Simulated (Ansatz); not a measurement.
Runs of Ansatz 0.2.0 on C. It takes space group Fd-3m (No. 227, cubic). The conventional cell has a = 3.567 Å, b = 3.567 Å, c = 3.567 Å, α = 90.00°, β = 90.00°, γ = 90.00°. Around C (site symmetry -43m) lie 4 C at 1.54 Å. This isn't the form of C at room conditions, which is graphite.

```csv
task,level,potentials or basis,cell,k mesh,cutoff (eV),smearing,basis error allowed,mesh quality,gap on the mesh (eV),pressure (GPa)
Born charges and dielectric tensor,LDA,all-electron PAW datasets made for the crystal,as given,13 × 13 × 13,600,fixed,-,not flagged,(b),-
relaxation of cell and atoms,PBE,"all-electron LAPW, scalar-relativistic",relaxed,13 × 13 × 13,-,fermi-dirac 0.05 eV,0.001 eV/atom,not flagged,4.14,0.0
phonons,PBE,"all-electron LAPW, scalar-relativistic",as given,10 × 10 × 10,476,fermi-dirac 0.05 eV,0.001 eV/atom,not flagged,(a),-
single point,PBE,"all-electron LAPW, scalar-relativistic",as given,6 × 6 × 6,410,fermi-dirac 0.03 eV,0.002 eV/atom,coarse,4.16,1.8
single point,PBE,"all-electron LAPW, scalar-relativistic",as given,13 × 13 × 13,449,gaussian 0.018 eV,0.001 eV/atom,not flagged,4.15,1.8
```

Alike in all rows: no spin polarisation.

**Question.** Estimate the missing entries.

**Answer.** (a) 4.18; (b) 4.11.

Caveats: some runs use coarse meshes; an odd mesh through Γ misses points on the zone boundary, where band edges often lie (some runs); the program warned that the printed levels may be off, so bands, gaps and densities of states are rough (some runs).

The runs don't all hold the same shells in valence.
